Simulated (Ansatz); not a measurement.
**PbSe: a single-point run**

The task is a single-point run on PbSe. The structure is shown as the input types it.

Method: density functional or hybrid calculation with the settings of its input, plane waves (as first typed), in Ansatz 0.2.0.

4 further runs of the same task are left out: 1 for a known fault of the program, 2 that didn't finish, 1 set aside as unsound or not needed.

## (1) The starting structure

It takes space group Fm-3m (No. 225, cubic). The conventional cell has a = 6.139 Å, b = 6.139 Å, c = 6.139 Å, α = 90.00°, β = 90.00°, γ = 90.00°. Pb (site symmetry m-3m) is surrounded by 6 Se at 3.07 Å. Se (site symmetry m-3m) is surrounded by 6 Pb at 3.07 Å.

Coordinates:

```
Pb Se
1.0
     0.00000    3.06969    3.06969
     3.06969    0.00000    3.06969
     3.06969    3.06969    0.00000
Pb Se
1 1
Direct
  0.00000 0.00000 0.00000
  0.50000 0.50000 0.50000
```

## (2) Running it

input.yaml

```yaml
crystal:
  lattice:
    - [0.0, 3.0696893639, 3.0696893639]
    - [3.0696893639, 0.0, 3.0696893639]
    - [3.0696893639, 3.0696893639, 0.0]
  atoms:
    - { symbol: Pb, position: [0.0, 0.0, 0.0] }
    - { symbol: Se, position: [0.5, 0.5, 0.5] }
kpoints:
  mp_grid: { grid: [6, 6, 6] }
hamiltonian:
  xc: pbesol
scf:
  occupations: { method: fixed }
  n_extra_bands: 4
  max_iter: 76
output:
  forces: true
  stress: true
  eigenvalues: true
basis:
  ecutwfc: 120
```

Started as:

```bash
ansatz run input.yaml --threads 4 --pin off --max-ram 3686MiB --backend cpu --events-out ev --progress --plain --runs-dir out
```

**Question.** How will this run end, and is anything wrong with its input?

This run ends as converged, with warnings (cutoff below recommended). It gives a pressure of -17 GPa, which is large.

The suspect setting: basis.ecutwfc is 120. The basis cutoff is far too low: the plane waves can't represent the orbitals near the cores. The potentials' recommended cutoff is 420 eV.

To check: delete basis.ecutwfc (the default then holds).
